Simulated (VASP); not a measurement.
# Cd (Im-3m) in VASP: settings compared

Aim: see how the results for Cd move with the level of theory and the settings. Levels: PBE0, r2SCANh+D3(BJ), LDA. Tasks: single point, relaxation of cell and atoms.

All numbers are computed with VASP 6.6.1; they aren't measurements. Logs are shortened: lines on timing, memory, paths and dates and some standing lists are left out, and cuts for length are marked.

### Step 1. The structure

The structure is cubic, space group Im-3m (No. 229). The conventional cell has a = 3.569 Å, b = 3.569 Å, c = 3.569 Å, α = 90.00°, β = 90.00°, γ = 90.00°. Around Cd (site symmetry m-3m) lie 8 Cd at 3.09 Å.

This isn't the form of Cd at room conditions, which is hcp.

### Step 2. Single point, PBE0 (volume scaled by 1.04)

The input, run.py:

```python
from ase.calculators.vasp import Vasp
from ase.dft.bandgap import bandgap
from ase.spacegroup import crystal

atoms = crystal(
    ['Cd'],
    basis=[[0.0, 0.0, 0.0]],
    spacegroup=229,
    setting=1,
    cellpar=[3.61560523, 3.61560523, 3.61560523, 90.0, 90.0, 90.0],
    primitive_cell=True,
)
calc = Vasp(
    directory='calc',
    xc='pbe0',
    pp='PBE',
    setups='minimal',
    prec='Accurate',
    encut=500,
    ediff=1e-06,
    ismear=-1,
    sigma=0.1,
    lreal=False,
    lasph=True,
    nelm=60,
    algo='Normal',
    isif=2,
    lwave=False,
    lcharg=False,
    precfock='Normal',
    hfrcut=-1,
    kpts=[5, 5, 5],
    gamma=True,
)
atoms.calc = calc

print('energy (eV):', atoms.get_potential_energy())
print('free energy (eV):', atoms.get_potential_energy(force_consistent=True))
print('forces (eV/A):')
print(atoms.get_forces())
print('stress (eV/A^3, Voigt):', atoms.get_stress())
print('Fermi level (eV):', calc.get_fermi_level())
gap, top, bottom = bandgap(calc)
print('band gap (eV):', gap, 'from (spin, k, band)', top, 'to', bottom)
```

Potentials or basis: VASP PAW PBE potentials, release 64 (Cd).

Command:

```
$ python run.py
```

Output:

```text
energy (eV): -0.75214881
free energy (eV): -0.76525396
forces (eV/A):
[[-0. -0.  0.]]
stress (eV/A^3, Voigt): [ 0.01798811  0.01798811  0.01798811  0.          0.         -0.        ]
Fermi level (eV): 1.83959439
band gap (eV): 0.0 from (spin, k, band) (None, None, None) to (None, None, None)
```

OUTCAR:

```text
ENCUT = 500.000000
   EDIFF = 1.00e-06
   GGA = PE
   PREC = Accurate
   PRECFOCK = Normal
   ISIF = 2
   ISMEAR = -1
   NELM = 60
   LASPH = .TRUE.
   LHFCALC = .TRUE.
   LREAL = .FALSE.

 ion  position               nearest neighbor table
   1  0.000  0.000  0.000-

  LATTYP: Found a body centered cubic cell.
 ALAT       =     3.6156052300

  Lattice vectors:

 A1 = (  -1.8078026150,   1.8078026150,   1.8078026150)
 A2 = (   1.8078026150,  -1.8078026150,   1.8078026150)
 A3 = (   1.8078026150,   1.8078026150,  -1.8078026150)

Analysis of symmetry for initial positions (statically):
=====================================================================
 Subroutine PRICEL returns:
 Original cell was already a primitive cell.

 Routine SETGRP: Setting up the symmetry group for a
 body centered cubic supercell.

 Subroutine GETGRP returns: Found 48 space group operations
 (whereof 48 operations were pure point group operations)
 out of a pool of 48 trial point group operations.

The static configuration has the point symmetry O_h .

Analysis of symmetry for dynamics (positions and initial velocities):
=====================================================================
 Subroutine PRICEL returns:
 Original cell was already a primitive cell.

 Routine SETGRP: Setting up the symmetry group for a
 body centered cubic supercell.

 Subroutine GETGRP returns: Found 48 space group operations
 (whereof 48 operations were pure point group operations)
 out of a pool of 48 trial point group operations.

The dynamic configuration has the point symmetry O_h .

 Subroutine INISYM returns: Found 48 space group operations
 (whereof 48 operations are pure point group operations),
 and found     1 'primitive' translations

----------------------------------------------------------------------------------------

                                     Primitive cell

  volume of cell :      23.6327

  direct lattice vectors                    reciprocal lattice vectors
    -1.807802615  1.807802615  1.807802615     0.000000000  0.276578868  0.276578868
     1.807802615 -1.807802615  1.807802615     0.276578868  0.000000000  0.276578868
     1.807802615  1.807802615 -1.807802615     0.276578868  0.276578868  0.000000000

  length of vectors
     3.131205979  3.131205979  3.131205979     0.391141586  0.391141586  0.391141586

  position of ions in fractional coordinates (direct lattice)
     0.000000000  0.000000000  0.000000000

  ion indices of the primitive-cell ions
   primitive index   ion index
                 1           1

----------------------------------------------------------------------------------------

 KPOINTS: KPOINTS created by Atomic Simulation Env

Automatic generation of k-mesh.
 Grid dimensions read from file:
 generate k-points for:    5    5    5

 Generating k-lattice:

  Cartesian coordinates                     Fractional coordinates (reciprocal lattice)
[... 27 lines left out ...]
   k-points           NKPTS =     10   k-points in BZ     NKDIM =    125   number of bands    NBANDS=     10
   number of dos      NEDOS =    301   number of ions     NIONS =      1
   total plane-waves  NPLWV =  13824
   dimension x,y,z NGX =    24 NGY =   24 NGZ =   24
   dimension x,y,z NGXF=    48 NGYF=   48 NGZF=   48
   ions per type =               1
   NGX,Y,Z   is equivalent  to a cutoff of  12.74, 12.74, 12.74 a.u.
   NGXF,Y,Z  is equivalent  to a cutoff of  25.48, 25.48, 25.48 a.u.
 SYSTEM =  unknown system
   PREC   = accura    normal or accurate (medium, high low for compatibility)
   ISTART =      0    job   : 0-new  1-cont  2-samecut
   ICHARG =      2    charge: 1-file 2-atom 10-const
   ISPIN  =      1    spin polarized calculation?
   LNONCOLLINEAR =      F non collinear calculations
   LSORBIT =      F    spin-orbit coupling
   LASPH  =      T    aspherical Exc in radial PAW
   ENCUT  =  500.0 eV  36.75 Ry    6.06 a.u.   5.71  5.71  5.71*2*pi/ulx,y,z
   NELM   =     60;   NELMIN=  2; NELMDL= -5     # of ELM steps
   EDIFF  = 0.1E-05   stopping-criterion for ELM
   LREAL  =      F    real-space projection
   EDIFFG = 0.1E-04   stopping-criterion for IOM
   NSW    =      0    number of steps for IOM
   IBRION =     -1    ionic relax: 0-MD 1-quasi-New 2-CG
   NFREE  =      0    steps in history (QN), initial steepest desc. (CG)
   ISIF   =      2    stress and relaxation
   ISYM   =      3    0-nonsym 1-usesym 2-fastsym
   POTIM  = 0.5000    time-step for ionic-motion
   TEBEG  =    0.0;   TEEND  =   0.0 temperature during run
   PSTRESS=    0.0 pullay stress
   NELECT =      12.0000    total number of electrons
   NUPDOWN=      -1.0000    fix difference up-down
   EMIN   =  10.00;   EMAX   =-10.00  energy-range for DOS
   EFERMI =   0.00;   METHOD = LEGACY
   ISMEAR =    -1;   SIGMA  =   0.10  broadening in eV -4-tet -1-fermi 0-gaus
   EFERMI_NEDOS =   21; number of points for ismear=-14 and -15
   IALGO  =     38    algorithm
   IMIX   =      1    mixing-type and parameters
     AMIX     =   0.40;   BMIX     =  1.00
     AMIX_MAG =   1.60;   BMIX_MAG =  1.00
  volume/ion in A,a.u.               =      23.63       159.48
  Fermi-wavevector in a.u.,A,eV,Ry     =   1.306063  2.468102 23.208838  1.705801
  Thomas-Fermi vector in A             =   2.436890
   LORBIT       =      0    0 simple, 1 ext, 2 COOP (PROOUT), +10 PAW based schemes
   GGA     = PE    functional components
   LHFCALC =     T    Hartree Fock is set to
   PRECFOCK=normal    Normal, Fast or Accurate (Low or Medium for compatibility)
   ENCUT4O =  -1.0   cutoff for four orbital integrals eV
   NKREDX  =     1    reduce k-point grid by
   NKREDY  =     1    reduce k-point grid by
   NKREDZ  =     1    reduce k-point grid by
   AEXX    =    0.2500 exact exchange contribution
   HFSCREEN=    0.0000 screening length (either q_TF or 0.3 A-1)
   HFSCREENC=   0.0000 screening length for correlation (either q_TF or 0.3 A-1)
   ENCUTFOCK=  -1.0 apply spherical cutoff to Coloumb kernel
   IVDW    =     0    specifies the selected vdW correction
   LEPSILON=     F    determine dielectric tensor
   LRPA    =     F    only Hartree local field effects (RPA)
 non-spin polarized calculation
  energy-cutoff  :      500.00
  volume of cell :       23.63
 maximum number of plane-waves:       618
  NGX = 18; NGY = 18; NGZ = 18

 number of electron      12.0000004 magnetization

 Free energy of the ion-electron system (eV)
  ---------------------------------------------------
  ext. energy  EPLUGINS =         0.00000000
  ---------------------------------------------------
  free energy    TOTEN  =        -0.76525396 eV

  energy without entropy =       -0.73904367  energy(sigma->0) =       -0.75214881

 E-fermi :   1.8396     XC(G=0):  -8.3315

 val. band max:        1.8057930999   @ k =   0.4000   0.2000   0.0000
 cond. band min:       2.8677574717   @ k =  -0.4000   0.4000   0.4000
 fundamental gap:      1.0619643718
 Fermi energy:         1.8395943947

 k-point     1 :       0.0000    0.0000    0.0000
  band No.  band energies     occupation
      1      -8.9559      2.00000
      2      -8.9559      2.00000
      3      -8.9559      2.00000
      4      -8.3835      2.00000
      5      -8.3835      2.00000
      6      -7.5941      2.00000
      7      18.5647      0.00000
      8      18.5648      0.00000
      9      18.5649      0.00000
     10      19.2298      0.00000
[... 105 lines left out ...]
 k-point    10 :      -0.4000    0.4000    0.4000
  band No.  band energies     occupation
      1      -9.2698      2.00000
      2      -9.2034      2.00000
      3      -8.2173      2.00000
      4      -8.2173      2.00000
      5      -8.1561      2.00000
      6       2.8678      0.00007
      7       7.3010      0.00000
      8       7.3010      0.00000
      9       9.7451      0.00000
     10      11.1363      0.00000

------------------------ aborting loop because EDIFF is reached ----------------------------------------

  FORCE on cell =-STRESS in cart. coord.  units (eV):
  Direction    XX          YY          ZZ          XY          YZ          ZX
  --------------------------------------------------------------------------------------
  -------------------------------------------------------------------------------------
  Total       -0.4251072     -0.4251072     -0.4251072      0.0000000      0.0000000     -0.0000000
  in kB      -28.8201352    -28.8201352    -28.8201352      0.0000000      0.0000000     -0.0000000
  external PRESSURE =     -28.8201352 kB  Pullay stress =       0.0000000 kB

 VOLUME and BASIS-vectors are now :
 -----------------------------------------------------------------------------
  energy-cutoff  :      500.00
  volume of cell :       23.63
      direct lattice vectors                 reciprocal lattice vectors
    -1.807802615  1.807802615  1.807802615     0.000000000  0.276578868  0.276578868
     1.807802615 -1.807802615  1.807802615     0.276578868  0.000000000  0.276578868
     1.807802615  1.807802615 -1.807802615     0.276578868  0.276578868  0.000000000

 POSITION                                       TOTAL-FORCE (eV/Angst)
 -----------------------------------------------------------------------------------
      0.00000      0.00000      0.00000        -0.000000     -0.000000      0.000000
 -----------------------------------------------------------------------------------
    total drift:                                0.000000      0.000000      0.000000

  FREE ENERGIE OF THE ION-ELECTRON SYSTEM (eV)
  ---------------------------------------------------
  free  energy   TOTEN  =        -0.7652539628 eV

  energy  without entropy=       -0.7390436654  energy(sigma->0) =       -0.75214881
```

INCAR:

```text
ENCUT = 500.000000
SIGMA = 0.100000
HFRCUT = -1.000000
EDIFF = 1.00e-06
ALGO = Normal
GGA = PE
PREC = Accurate
PRECFOCK = Normal
ISIF = 2
ISMEAR = -1
NELM = 60
LASPH = .TRUE.
LCHARG = .FALSE.
LHFCALC = .TRUE.
LWAVE = .FALSE.
LREAL = .FALSE.
```

Run time: 1.8 min. Hardware: 1 thread of Intel Xeon 6975P-C (Granite Rapids), shared host; peak memory 0.14 GiB.

Results:

| Property | Result |
| --- | --- |
| Free energy | -0.7653 eV |
| Pressure | -2.9 GPa |
| Band gap on the k mesh | none (metal or under the smearing width) |

Levels at points of the mesh, in eV from the Fermi level:
```csv
k point,band 3,band 4,band 5,band 6,band 7,band 8,band 9,band 10
"(0.00, 0.00, 0.00)",-10.80,-10.22,-10.22,-9.43,16.73,16.73,16.73,17.39
```

Caveat: the k mesh is coarse (spacing up to 0.49 Å⁻¹), so the values aren't converged, least of all with exact exchange; the PAW data sets were made with another functional, which shifts forces and pressure a little.

(Continued in part 2 of 2.)
